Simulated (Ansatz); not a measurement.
# ZrSiO4 (I4_1/amd): the equilibrium volume

Aim: the volume at which the pressure of ZrSiO4 (I4_1/amd) vanishes.

Computed with Ansatz 0.2.0 (DFT PBEsol, scalar-relativistic, plane waves, PAW, unless a step's input says otherwise).

3 further runs of the same task are left out: 3 set aside as unsound or not needed.

**1. The structure to begin with**

It takes space group I4_1/amd (No. 141, tetragonal). Conventional cell: a = 6.620 Å, b = 6.620 Å, c = 5.995 Å, α = 90.00°, β = 90.00°, γ = 90.00°. Zr (site symmetry -4m2) has 8 O at 2.13 to 2.28 Å as nearest neighbours. Around Si (site symmetry -4m2) lie 4 O at 1.62 Å. O (site symmetry m) is surrounded by 1 Si at 1.62 Å and 2 Zr at 2.13 to 2.28 Å.

Structure file:

```cif
data_structure
_symmetry_space_group_name_H-M 'I4_1/amd:1'
_symmetry_Int_Tables_number 141
_cell_length_a 6.6198
_cell_length_b 6.6198
_cell_length_c 5.9953
_cell_angle_alpha 90.000
_cell_angle_beta 90.000
_cell_angle_gamma 90.000
_cell_volume 262.73
loop_
_atom_site_label
_atom_site_type_symbol
_atom_site_symmetry_multiplicity
_atom_site_Wyckoff_symbol
_atom_site_fract_x
_atom_site_fract_y
_atom_site_fract_z
_atom_site_occupancy
Zr1 Zr 4 a 0.00000 0.00000 0.00000 1
Si1 Si 4 b 0.00000 0.00000 0.50000 1
O1 O 16 h 0.50000 0.31598 0.82070 1
```

**2. The first run (PBEsol, 4×4×4 mesh)**

File input.yaml:

```yaml
crystal:
  lattice:
    - [-3.3099207021, 3.3099207021, 2.9976661022]
    - [3.3099207021, -3.3099207021, 2.9976661022]
    - [3.3099207021, 3.3099207021, -2.9976661022]
  atoms:
    - { symbol: Zr, position: [0.0, 0.0, 0.0] }
    - { symbol: Zr, position: [0.75, 0.25, 0.5] }
    - { symbol: Si, position: [0.5, 0.5, 0.0] }
    - { symbol: Si, position: [0.25, 0.75, 0.5] }
    - { symbol: O, position: [0.13667733, 0.32070008, 0.81597725] }
    - { symbol: O, position: [0.07070008, 0.75472283, 0.68402275] }
    - { symbol: O, position: [0.07070008, 0.38667733, 0.31597725] }
    - { symbol: O, position: [0.50472283, 0.32070008, 0.18402275] }
    - { symbol: O, position: [0.67929992, 0.49527717, 0.81597725] }
    - { symbol: O, position: [0.61332267, 0.92929992, 0.68402275] }
    - { symbol: O, position: [0.24527717, 0.92929992, 0.31597725] }
    - { symbol: O, position: [0.67929992, 0.86332267, 0.18402275] }
basis:
  ecutwfc: 420
kpoints:
  mp_grid: { grid: [4, 4, 4] }
hamiltonian:
  xc: pbesol
scf:
  occupations: { method: gaussian, width: 0.1 }
output:
  forces: true
  stress: true
  eigenvalues: true
```

Command:

```bash
ansatz run input.yaml --threads 8 --pin off --max-ram 16384MiB --backend cpu --events-out ev --progress --plain --runs-dir out
```

Output:

```text
Warning: RAYON_NUM_THREADS=8 ignored (pool sized by the plan → 8); use --threads N
Engine: ansatz 0.2.0, aarch64-unknown-linux-gnu
Pseudopotentials: kind: paw
Pseudopotential: Zr, paw, valence charge 12, recommended cutoff 420 eV (normal), Zr.paw.azcp
Pseudopotential: Si, paw, valence charge 4, recommended cutoff 420 eV (normal), Si.paw.azcp
Pseudopotential: O, paw, valence charge 6, recommended cutoff 420 eV (normal), O.paw.azcp
Functional definition: PBEsol
  exchange = pbesol_x
  correlation = pbesol_c
Crystal: 12 atoms, lattice volume = 131.365 Å³
Basis set: ecut = 420 eV, 2547 PW (Γ), exchange–correlation on 80×80×80 points (8 copies of the dense FFT grid, shifted against one another)
Bands: 52, of which v1, the nominal top of the filled ones, is band 40 counted from 1 (39 counted from 0)
Symmetry: 16 space group operations
Space group: I41/amd (ITA 141), of the structure as read, at distance tolerance 5.1e-5 Å
k-points: 13 of 64
Non-local potential: Zr, projectors of the file, l = 0: 3, l = 1: 2, l = 2: 2, l = 3: 2
Non-local potential: Si, projectors of the file, l = 0: 2, l = 1: 2, l = 2: 2
Non-local potential: O, projectors of the file, l = 0: 2, l = 1: 2, l = 2: 1
PAW form: soft (Blöchl's): semilocal exchange-correlation on the pseudo side does not see the compensation charge
PAW frozen core: Zr, regenerated for the run's functional, and the local potential with it (the file was generated under x = pbe(κ = 0.804, μ = 0.2195149727645171), c = pbe(β = 0.06672455060314922))
PAW frozen core: Si, regenerated for the run's functional, and the local potential with it (the file was generated under x = pbe(κ = 0.804, μ = 0.2195149727645171), c = pbe(β = 0.06672455060314922))
PAW frozen core: O, regenerated for the run's functional, and the local potential with it (the file was generated under x = pbe(κ = 0.804, μ = 0.2195149727645171), c = pbe(β = 0.06672455060314922))
PAW one-centre angular grid: Zr, 590 points (default); XC on 64 Gauss nodes
PAW one-centre angular grid: Si, 110 points (default); XC on 64 Gauss nodes
PAW one-centre angular grid: O, 110 points (default); XC on 64 Gauss nodes
Initial density: superposition of atomic densities (neutral atoms: chi_scale 0, normalization atom), corrected by the library's trained network
Initial wavefunctions: pseudopotential atomic-orbital guess
Functional: x = pbesol(κ = 0.804, μ = 0.12345679012345678), c = pbesol(β = 0.046)
SCF iter   1: F=—  HF=-14005.280517 eV  |F-HF|=—  |Δ(HF+E_count)|=         —  Δρ=1.65e-2  dr2=2.91e-1  ethr=1.77e-3  ⟨swp⟩=7.0  Hψ=2870  notcnv=0
preconditioner: auto → Resta (q_TF=auto, 2.512 Å⁻¹)  ε∞=4.1  [insulator: Δε(μ)=4.438 eV  Ē_g=16.105 eV  σ=0.100 eV  W_gap=1.00  n_scr=42 (ndim 8)  ℏωp=28.2 eV  f_vac=0.006  D(μ)=0.00/eV (n_scr^D=0)  ε∞_Penn≈4.1]
SCF iter   2: F=—  HF=-14005.204129 eV  |F-HF|=—  |Δ(HF+E_count)|=   7.64e-2  Δρ=3.08e-3  dr2=6.30e-3  ethr=3.64e-4  ⟨swp⟩=2.0  Hψ=1185  notcnv=0  defer=68
SCF iter   3: F=—  HF=-14005.203797 eV  |F-HF|=—  |Δ(HF+E_count)|=   3.32e-4  Δρ=1.42e-3  dr2=1.39e-3  ethr=7.88e-6  ⟨swp⟩=2.1  Hψ=939  notcnv=0  defer=29
automatic band count: iteration 3 solves 49 bands in place of 52: the levels show a gap, and the empty bands left out lie too high to hold charge; the band table lists the bands solved (type scf.n_extra_bands for more)
SCF iter   4: F=—  HF=-14005.204134 eV  |F-HF|=—  |Δ(HF+E_count)|=   3.37e-4  Δρ=1.83e-4  dr2=4.33e-5  ethr=1.73e-6  ⟨swp⟩=2.8  Hψ=1109  notcnv=0  defer=29
SCF iter   5: F=—  HF=-14005.204185 eV  |F-HF|=—  |Δ(HF+E_count)|=   5.09e-5  Δρ=3.79e-5  dr2=3.01e-6  ethr=5.41e-8  ⟨swp⟩=2.0  Hψ=919  notcnv=0  defer=29
SCF iter   6: F=—  HF=-14005.204185 eV  |F-HF|=—  |Δ(HF+E_count)|=   1.06e-7  Δρ=1.29e-5  dr2=2.67e-7  ethr=3.76e-9  ⟨swp⟩=2.3  Hψ=1030  notcnv=0  defer=29
SCF iter   7: F=-14005.204185 eV  HF=-14005.204185 eV  |F-HF|=3.55e-9  |Δ(HF+E_count)|=   2.11e-7  Δρ=1.98e-6  dr2=5.15e-9  ethr=1.25e-10  ⟨swp⟩=8.4  Hψ=2520  notcnv=0
SCF 1 converged in 7 iterations: F = -14005.204185 eV  dr2 = 5.15e-9
SCF converged after 7 iterations
Free energy (F): -14005.204185 eV
Harris-Foulkes:  -14005.204185 eV  (|F-HF|=3.55e-9)
Internal energy: -14005.204185 eV  (E = F + TS)
E sigma→0 (E₀):  -14005.204185 eV
Fermi energy:    10.233383 eV
--- Per-component energies (eV) ---
  E_band       = -278.329484
  E_kinetic    = 2172.513149
  E_local      = -4298.416232  (includes V_loc(G=0)·N_el)
  E_nonlocal   = 589.617928
  E_hartree    = 1472.461992
  E_xc         = -1020.889055
  E_vxc        = -1232.485273  (∫ρ·V_xc dr)
  E_paw        = -8018.034899  (= ΣΔE_a)
  E_vpaw       = -454.503318  (= ΣTr[D̂ρ^β])
  E_aug_tail   = 0.019951  (compensation charges beyond the density's cutoff)
  E_ewald      = -4903.153884
  E_core_change = 0.676865  (= ΣΔE_core)
  E_smearing   = -0.000000  (= −TS)
  E_closure    = 0.000000  (closes the sum)
  Σ components = -14005.204185   (vs F -14005.204185, Δ=0.00e0)
--- Forces (eV/Å), atoms counted from 1 ---
  atom   1  Zr     0.00000000    -0.00000000     0.00000000
  atom   2  Zr    -0.00000000    -0.00000000     0.00000000
  atom   3  Si     0.00000000     0.00000000     0.00000000
  atom   4  Si     0.00000000    -0.00000000     0.00000000
  atom   5  O      0.00000000    -0.26478777    -0.28887731
  atom   6  O      0.26478777     0.00000000    -0.28887731
  atom   7  O     -0.26478777    -0.00000000    -0.28887731
  atom   8  O      0.00000000     0.26478777    -0.28887731
  atom   9  O     -0.26478777    -0.00000000     0.28887731
  atom  10  O      0.00000000     0.26478777     0.28887731
  atom  11  O      0.00000000    -0.26478777     0.28887731
  atom  12  O      0.26478777     0.00000000     0.28887731
  max |Σ_I F_I| component: 1.67e-16 eV/Å
--- Stress (GPa, compression-positive) ---
       -0.357809      -0.000000       0.000000
       -0.000000      -0.357809       0.000000
        0.000000      -0.000000      -0.850645
  P = ⅓ Tr σ = -0.5221 GPa (-5.221 kbar)
--- Band table (eV; the first three rows and the last of 13) ---
  k-point 0: bands = ["-39.5868", "-39.5584", "-17.9053", "-17.9053", "-17.7788", "-17.7334", "-17.6207", "-17.6207", "-11.0316", "-10.1424", "-9.2387", "-9.0500", "-8.6826", "-8.6826", "-8.4979", "-8.4979", "0.4879", "2.0660", "2.1443", "2.6292", "2.6292", "3.3168", "3.7942", "3.8169", "4.7637", "4.8150", "4.8150", "4.9434", "5.4682", "5.4682", "6.3146", "6.3146", "7.0538", "7.0538", "7.0970", "7.2335", "7.3425", "7.3468", "7.3468", "7.9034", "12.7935", "13.1507", "13.2404", "13.2404", "14.0362", "14.2567", "14.2775", "14.5112", "14.5112"]
  k-point 1: bands = ["-39.5827", "-39.5626", "-17.9183", "-17.8693", "-17.8016", "-17.7171", "-17.6690", "-17.6003", "-10.8145", "-10.1533", "-9.1337", "-9.0089", "-8.7995", "-8.7501", "-8.7039", "-8.6093", "0.9381", "2.3166", "2.5203", "2.6012", "2.6545", "3.7781", "3.9026", "4.1043", "4.1212", "4.1936", "4.8839", "5.0769", "5.2991", "5.5709", "6.1673", "6.4873", "6.7407", "6.8533", "6.9102", "7.0290", "7.0338", "7.1588", "7.3113", "7.6560", "12.6661", "12.8258", "13.2352", "13.2517", "14.0888", "14.1278", "14.5410", "14.8042", "14.9756"]
  k-point 2: bands = ["-39.5726", "-39.5726", "-17.8882", "-17.8882", "-17.7752", "-17.7752", "-17.6301", "-17.6301", "-10.3671", "-10.3671", "-8.9250", "-8.9250", "-8.9013", "-8.9013", "-8.8658", "-8.8658", "1.9051", "1.9051", "3.0444", "3.0444", "3.1816", "3.1816", "3.5213", "3.5213", "4.4750", "4.4750", "5.0859", "5.0859", "5.3796", "5.3796", "5.9190", "5.9190", "6.5874", "6.5874", "6.9035", "6.9035", "6.9602", "6.9602", "7.2897", "7.2897", "12.5865", "12.5865", "13.5749", "13.5749", "13.5884", "13.5884", "14.9453", "14.9453", "16.3753"]
  k-point 12: bands = ["-39.5726", "-39.5726", "-17.9271", "-17.9271", "-17.7591", "-17.7591", "-17.6032", "-17.6032", "-10.5516", "-10.5516", "-9.1994", "-9.1994", "-8.6033", "-8.6033", "-8.5880", "-8.5880", "1.0709", "1.0709", "2.9219", "2.9219", "3.1170", "3.1170", "4.2550", "4.2550", "4.8110", "4.8110", "5.0184", "5.0184", "6.0076", "6.0076", "6.0876", "6.0876", "6.3470", "6.3470", "6.5375", "6.5375", "6.7813", "6.7813", "7.1227", "7.1227", "13.3140", "13.3140", "13.6790", "13.6790", "13.7329", "13.7329", "14.4968", "14.4968", "15.3566"]
```

Wall time 1 s (8 threads of Arm Neoverse V1, shared host); peak memory 0.67 GiB.

Result: volume 10.947 Å³/atom, pressure -0.52 GPa, mesh gap 4.66 eV.

[end of part 1 of 2]
